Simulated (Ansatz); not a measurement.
Pb:

```xyz
1
Lattice="0.0000 2.4750 2.4750 2.4750 0.0000 2.4750 2.4750 2.4750 0.0000" Properties=species:S:1:pos:R:3 pbc="T T T"
Pb    0.0000    0.0000    0.0000
```

Program: Ansatz 0.2.0. Alike in all runs: task band structure; potentials or basis Ansatz PAW; no spin polarisation; cell as given; k mesh 5 × 5 × 5; smearing fermi-dirac 0.05 eV; the mesh is coarse, so values aren't converged.

Task: Order these runs on this cell by their pressure, lowest first.
A. level PBEsol; cutoff (eV) 420
B. level r2SCAN; cutoff (eV) 500
C. level BLYP; cutoff (eV) 420
D. level LDA; cutoff (eV) 420
E. level RPBE; cutoff (eV) 420

Result: D (-2.5 GPa), A (-1.0 GPa), B (0.8 GPa), E (3.5 GPa), C (5.5 GPa).

Caveats: all runs use coarse meshes; the PAW data sets come from PBE, with cores solved anew for the run's functional, which leaves a small shift of forces and pressure.

Runs at the PBE level aren't shown here.
